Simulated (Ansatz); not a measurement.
## The bulk modulus of HgTe, sorted by core time

**What was measured.** The bulk modulus of HgTe (Coloradoite) (F-43m) is reported as 43 GPa (a printed reference work). The runs below try to reproduce it.

```cif
data_structure
_symmetry_space_group_name_H-M 'F-43m'
_symmetry_Int_Tables_number 216
_cell_length_a 6.4290
_cell_length_b 6.4290
_cell_length_c 6.4290
_cell_angle_alpha 90.000
_cell_angle_beta 90.000
_cell_angle_gamma 90.000
_cell_volume 265.72
loop_
_atom_site_label
_atom_site_type_symbol
_atom_site_symmetry_multiplicity
_atom_site_Wyckoff_symbol
_atom_site_fract_x
_atom_site_fract_y
_atom_site_fract_z
_atom_site_occupancy
Hg1 Hg 4 a 0.00000 0.00000 0.00000 1
Te1 Te 4 c 0.25000 0.25000 0.25000 1
```

```tsv
rung	level	program and potentials	cutoff (eV)	k mesh	smearing	core time	chip	bulk modulus (GPa)	miss	notes
GGA + dispersion	PBE+D4	Ansatz, Ansatz PAW	420	7 × 7 × 7	fermi-dirac 0.05	24 s	Arm Neoverse V1	40.1	-6.7 %	-
GGA + dispersion	RPBE+D4	Ansatz, Ansatz PAW	420	7 × 7 × 7	fermi-dirac 0.05	41 s	Intel Xeon Skylake/Cascade Lake	38.0	-11.6 %	potentials made for PBE, which Ansatz adapts in part
meta-GGA + dispersion	r2SCAN+D3(BJ)	Ansatz, Ansatz PAW	500	7 × 7 × 7	fermi-dirac 0.05	63 s	Arm Neoverse V1	42.6	-0.9 %	potentials made for PBE, which Ansatz adapts in part
GGA	PBEsol	Ansatz, PseudoDojo PBEsol stringent	1388	7 × 7 × 7	fermi-dirac 0.05	2.1 min	Arm Neoverse V1	42.1	-2.1 %	-
hybrid	r2SCAN50	Ansatz, Ansatz PAW	500	4 × 4 × 4	fermi-dirac 0.05	4 min	Intel Xeon 6975P-C Granite Rapids	48.6	+13.0 %	coarse mesh; potentials made for PBE, which Ansatz adapts in part
hybrid	LC-wPBE	Ansatz, Ansatz PAW	420	4 × 4 × 4	fermi-dirac 0.05	4 min	AMD EPYC 7B13 Zen 3	54.3	+26.3 %	coarse mesh; potentials made for PBE, which Ansatz adapts in part
```

Times are single runs on shared hosts and different chips, so they are rough; meshes, cutoffs and the tasks' sizes weigh on the time. Task: equation of state. All rows: no spin polarisation. Smearing widths are in eV. The cell comes from a database and isn't always the measured one. For a metal such meshes aren't converged. Meshes differ between rows, which moves values too. Meshes are those of the run's cell of 2 atoms unless a note names another. Misses use the values as printed. Runs on faulty files, with rough fits or with known faults for this quantity aren't shown. No row holds spin-orbit coupling.

By rung: GGA + dispersion 38.0 to 40.1; GGA 42.1; meta-GGA + dispersion 42.6; hybrid on coarse meshes 48.6 to 54.3 (GPa). Measured: 43 GPa (a printed reference work). Closest, coarse meshes and atomic bases left aside, is r2SCAN+D3(BJ) (-0.9 %). The runs are for a static lattice, while measurements hold temperature and zero-point motion.
